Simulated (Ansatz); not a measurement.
**Ta under compression and expansion**

```
CELL_PARAMETERS angstrom
0.00000 3.05330 3.05330
3.05330 0.00000 3.05330
3.05330 3.05330 0.00000
ATOMIC_POSITIONS crystal
Ta 0.00000 0.00000 0.00000
Ta 0.25000 0.25000 0.25000
```

The structure comes from a relaxation in the same program, started in the diamond type, and has space group Fd-3m. Whether it is a known phase or the ground state wasn't checked.

Spin–orbit coupling is left out, though it moves levels of the heavy atoms by tenths of an eV or more.

Methods: DFT, PBE, all-electron LAPW, scalar-relativistic (Ansatz 0.2.0); DFT, PBE, PAW with Ansatz's default frozen-core files, scalar-relativistic (Ansatz 0.2.0).

For LAPW: a Γ-centred 9×9×9 k mesh, Fermi–Dirac smearing of 0.03 eV, basis error target 0.25 meV/atom, no spin polarisation. PAW takes a cutoff of 420 eV at this cell. The Ansatz runs share mesh, smearing and spin set-up. Plane-wave (PAW) pressures include the program's estimate of the Pulay term.

The cell above is scaled evenly, with fractional coordinates and shape held.

```csv
V/V(cell),V (Å³/atom),"P, LAPW (GPa)","P, PAW (GPa)","free energy over the lowest listed, PAW (meV/atom)"
0.9500,27.042,3.77,3.87,16.6
0.9750,27.753,1.77,1.85,4.0
1.0000,28.465,-0.09,-0.02,0.0
1.0250,29.176,-1.77,-1.72,3.9
1.0500,29.888,-3.28,-3.24,15.0
```

Task: What do Birch–Murnaghan fits to the pressures give?

Result: LAPW: V0 = 28.43 Å³/atom, B0 = 70 GPa, B0′ = 2.8; PAW: V0 = 28.46 Å³/atom, B0 = 71 GPa, B0′ = 2.8.

PAW's V0 lies 0.09 % from the all-electron value and its B0 0.7 %. Symmetry fixes shape and coordinates here, so this is the relaxed modulus.
